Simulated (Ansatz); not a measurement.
The system is HfO2.

```
CELL_PARAMETERS angstrom
3.55802 0.00000 0.00000
0.00000 3.55802 0.00000
0.00000 0.00000 5.17186
ATOMIC_POSITIONS crystal
Hf 0.00000 0.00000 0.00000
Hf 0.50000 0.50000 0.50000
O 0.00000 0.50000 0.19721
O 0.50000 0.00000 0.30279
O 0.50000 0.00000 0.80279
O 0.00000 0.50000 0.69721
```

Measurements of this composition are mostly on another form, of space group No. 14.

* Program: Ansatz 0.2.0
* Task: relaxation of cell and atoms
* Functional: r2SCAN
* Potentials or basis: Ansatz PAW
* Cutoff: 500 eV (not typed: the program's choice for these potentials)
* k mesh: 8 × 8 × 5
* Occupations: fermi-dirac, width 0.05 eV
* Spin: no spin polarisation

At the start: volume 10.91 Å³/atom.

**Question.** How do energy, volume and symmetry change on relaxing?

**Answer.** It ends after 7 steps and the volume is 11.09 Å³/atom (+1.7 %); space group P4_2/nmc (No. 137, to 0.05 Å).

Step by step:
```tsv
step	energy change (eV)	largest force (eV/Å)	volume (Å³)
1	0.0000	0.0634	65.47
2	-0.0118	0.0187	66.75
3	-0.0124	0.0113	66.55
4	-0.0124	0.0033	66.57
5	-0.0124	0.0017	66.54
6	-0.0124	0.0000	66.56
7	-0.0130	0.0000	66.56
```

Final structure:
```
Hf O
1.0
     3.57683    0.00000    0.00000
     0.00000    3.57683    0.00000
     0.00000    0.00000    5.20268
Hf O
2 4
Direct
  0.00000 0.00000 0.00000
  0.50000 0.50000 0.50000
  0.00000 0.50000 0.19616
  0.50000 0.00000 0.30384
  0.50000 0.00000 0.80384
  0.00000 0.50000 0.69616
```

Caveat: the plane-wave basis is chosen anew once the cell has moved, so the energies of steps on either side of that aren't comparable; the PAW data sets come from PBE, with cores solved anew for the run's functional, which leaves a small shift of forces and pressure.
